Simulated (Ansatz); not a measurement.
Rows from a G0W0 calculation on O on the As site (charge +1) in BAs (32-atom cell) (Ansatz 0.2.0; G0W0 on LDA, plane waves, PAW; PAW set soft_1; 2×2×2 mesh, 460 empty bands, screening to 85 eV, PAW set soft_1 files), in eV. Spin-orbit coupling is left out.

| row | k | band | start | Σx | Σc at the solution | Vxc |
| --- | --- | --- | --- | --- | --- | --- |
| A | Γ | c1 | 10.111 | -8.111 | -3.956 | -12.839 |
| B | Γ | c4 | 11.521 | -7.893 | -4.098 | -12.348 |
| C | Γ | v1 | 9.769 | -16.623 | 1.438 | -15.363 |
| D | Γ | v4 | 8.244 | -16.466 | 1.906 | -14.623 |
| E | Γ | c2 | 11.382 | -7.562 | -3.895 | -12.269 |

**Question.** Give the quasiparticle energies and the shift of each level.

The quasiparticle equation reads E = start + Σx + Σc(E) − Vxc.

| row | E (eV) | shift (eV) |
| --- | --- | --- |
| A | 10.883 | +0.772 |
| B | 11.879 | +0.358 |
| C | 9.946 | +0.178 |
| D | 8.308 | +0.064 |
| E | 12.194 | +0.812 |

Limits: not at the basis limit; charged cell, levels uncorrected; no spin-orbit coupling; coarse k mesh.

[Runs of the session that timed out or met a known fault of the program may be left out.]

[Cells called generated may have been cut or substituted from an entry of the Crystallography Open Database or the Materials Project.]

[Hosts, paths, dates, database ids (printed as entryN), source tags and the programs' standing remarks are cut or masked in the printed files.]
